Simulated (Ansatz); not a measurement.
**Ge: band structure with PBEsol**

Crystal: Ge.

```xyz
4
Lattice="0.0000 2.8857 5.1157 2.6305 0.0000 5.1157 2.6305 2.8857 0.0000" Properties=species:S:1:pos:R:3 pbc="T T T"
Ge    2.6305    4.1929    5.1157
Ge    2.6305    1.5786    5.1157
Ge    2.6305    2.8857    2.2318
Ge    2.6305    2.8857    7.9995
```

This isn't the form of Ge at room conditions, which is diamond.

```yaml
Program: Ansatz 0.2.0
Task: band structure
Functional: PBEsol
Potentials_or_basis: all-electron LAPW, non-relativistic
Cutoff: 246 eV (chosen from the basis error)
Basis_error_allowed: 0.002 eV/atom
k_mesh: 7 × 7 × 7
Occupations: fermi-dirac, width 0.05 eV
Spin: no spin polarisation
```

```json
{
 "Pressure": "-3.7 GPa",
 "Largest force": "0.020 eV/Å",
 "Band gap along the path": "none (metal or under the smearing width)"
}
```

Forces in eV/Å, atoms in the order of the input:
```
Ge   0.000 -0.020  0.000
Ge   0.000  0.020  0.000
Ge   0.000  0.000  0.007
Ge   0.000  0.000 -0.007
```

Stress tensor (GPa, compression positive):
```
-4.28  0.00  0.00
 0.00 -3.17  0.00
 0.00  0.00 -3.71
```

Levels at the corners of the path, in eV from the Fermi level:
| point | band 41 | band 42 | band 43 | band 44 | band 45 | band 46 | band 47 | band 48 | band 49 | band 50 |
| --- | --- | --- | --- | --- | --- | --- | --- | --- | --- | --- |
| Γ | -2.56 | -2.36 | -2.00 | -1.86 | -1.62 | 2.79 | 3.54 | 4.09 | 6.28 | 6.99 |
| Y | -4.64 | -4.15 | -3.10 | -2.58 | -1.29 | -0.88 | 3.67 | 4.87 | 6.99 | 8.24 |
| C | -3.29 | -2.72 | -2.63 | -2.34 | -1.05 | -0.55 | 2.93 | 3.78 | 7.64 | 8.11 |
| D | -5.74 | -5.17 | -3.11 | -2.07 | -1.86 | 2.67 | 3.67 | 3.96 | 5.99 | 6.11 |
| X | -5.76 | -5.28 | -3.13 | -2.08 | -1.87 | 2.66 | 3.76 | 4.06 | 5.93 | 6.01 |
| Γ | -2.56 | -2.36 | -2.00 | -1.86 | -1.62 | 2.79 | 3.54 | 4.09 | 6.28 | 6.99 |
| Z | -2.17 | -1.87 | -0.21 | 0.71 | 1.08 | 1.38 | 1.96 | 2.74 | 4.83 | 5.41 |
| D1 | -5.74 | -5.17 | -3.11 | -2.07 | -1.86 | 2.67 | 3.67 | 3.96 | 5.99 | 6.11 |

It took 33 s on 2 threads of Arm Neoverse V2 (shared host), peak memory 0.53 GiB.

Caveat: relativity is left out, which matters for the heavier elements.
